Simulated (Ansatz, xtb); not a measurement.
# Relative energy of two isomers of C3H8S

Structure X: `CCSC`, a singlet. Structure Y: `CCCS`, a singlet. Both are isolated molecules in the gas phase, relaxed with PBE0-D3(BJ)/def2-SVP; each stands in its lowest conformer found.

X (Å):

```yaml
atoms:
  - { symbol: C, position_ang: [-2.3833, 0.3272, -1.7907] }
  - { symbol: C, position_ang: [-2.3709, -1.1198, -1.3346] }
  - { symbol: C, position_ang: [0.2475, -1.7053, -2.0822] }
  - { symbol: S, position_ang: [-0.8026, -1.6815, -0.6154] }
  - { symbol: H, position_ang: [-3.3799, 0.6083, -2.1676] }
  - { symbol: H, position_ang: [-2.1235, 1.0012, -0.9611] }
  - { symbol: H, position_ang: [-1.6635, 0.5031, -2.6047] }
  - { symbol: H, position_ang: [-3.1077, -1.2810, -0.5318] }
  - { symbol: H, position_ang: [-2.6468, -1.8030, -2.1556] }
  - { symbol: H, position_ang: [1.2245, -2.0961, -1.7649] }
  - { symbol: H, position_ang: [-0.1605, -2.3736, -2.8564] }
  - { symbol: H, position_ang: [0.3998, -0.7012, -2.5052] }
```

Y (Å):

```xyz
12

C    -1.8321   -0.1774   -0.7227
C    -0.3480    0.0751   -0.5042
C     0.4352    0.1186   -1.8061
S     2.2027    0.5008   -1.6135
H    -2.0066   -1.1349   -1.2394
H    -2.2876    0.6165   -1.3362
H    -2.3768   -0.2119    0.2327
H    -0.1926    1.0243    0.0346
H     0.0751   -0.7126    0.1433
H     0.3221   -0.8213   -2.3701
H     0.0542    0.9215   -2.4582
H     2.5247   -0.6061   -0.9092
```

Quicker runs give these differences E(Y) − E(X): GFN2-xTB −16.18 kJ/mol; HF/STO-3G +11.52 kJ/mol (at GFN2-xTB geometries); r2SCAN-D4/def2-SVP −10.03 kJ/mol (at GFN2-xTB geometries).

Q: Estimate which is lower in electronic energy at CCSD(T)/def2-SVP + ΔMP2/def2-TZVPP, and by roughly how much.

A: The CCSD(T)/def2-SVP + ΔMP2/def2-TZVPP calculation puts structure Y lower, by 7.45 kJ/mol.

Level by level:

```
                             level              geometry  E(Y) − E(X) (kJ/mol)  departure from the last row (kJ/mol)  job, with rough time for the two
                          GFN2-xTB              GFN2-xTB                  −16.18                                 −8.73             optimisation, 0.068 s
                         HF/STO-3G              GFN2-xTB                  +11.52                                +18.97               single point, 0.7 s
                r2SCAN-D4/def2-SVP              GFN2-xTB                  −10.03                                 −2.57               single point, 2.9 s
              PBE0-D3(BJ)/def2-SVP  PBE0-D3(BJ)/def2-SVP                  −10.52                                 −3.06                optimisation, 19 s
                       HF/def2-SVP  PBE0-D3(BJ)/def2-SVP                  −16.86                                 −9.41           part of the CCSD(T) run
                      MP2/def2-SVP  PBE0-D3(BJ)/def2-SVP                  −16.15                                 −8.70           part of the CCSD(T) run
                  CCSD(T)/def2-SVP  PBE0-D3(BJ)/def2-SVP                  −17.69                                −10.23                      single point
CCSD(T)/def2-SVP + ΔMP2/def2-TZVPP  PBE0-D3(BJ)/def2-SVP                   −7.45                                                      single point, 18 s
```

As drawn, Y has 1 C–C, 1 S–H in place of 1 C–S, 1 C–H.

HF/STO-3G puts the two in the other order. The largest departure from CCSD(T)/def2-SVP + ΔMP2/def2-TZVPP is that of HF/STO-3G, 18.97 kJ/mol. The last row adds to CCSD(T) the change of the MP2 difference between the two basis sets, here +10.23 kJ/mol.

With harmonic frequencies from PBE0-D3(BJ)/def2-SVP (ideal gas, rigid rotor, one conformer each, 298.15 K, 1 atm): on the last row, ΔE + ΔZPE = −9.64, ΔH = −10.09, ΔG = −8.63 kJ/mol.

Tabulated enthalpies of formation at 298 K are −59.6 kJ/mol for X (CRC Handbook of Chemistry and Physics) and −67.8 kJ/mol for Y (CRC Handbook of Chemistry and Physics), a difference of −8.20 kJ/mol. Calculated less tabulated ΔH, with the same thermal term: GFN2-xTB −10.61, HF/STO-3G +17.08, r2SCAN-D4/def2-SVP −4.46, PBE0-D3(BJ)/def2-SVP −4.95, HF/def2-SVP −11.29, MP2/def2-SVP −10.59, CCSD(T)/def2-SVP −12.12, CCSD(T)/def2-SVP + ΔMP2/def2-TZVPP −1.89 kJ/mol. Handbook values carry no stated uncertainty.

The correlated steps freeze 8 core orbitals. Programs: Ansatz 0.2.0, xtb 6.7.1; the last row on 2 threads of Arm Neoverse V2 on a shared host.
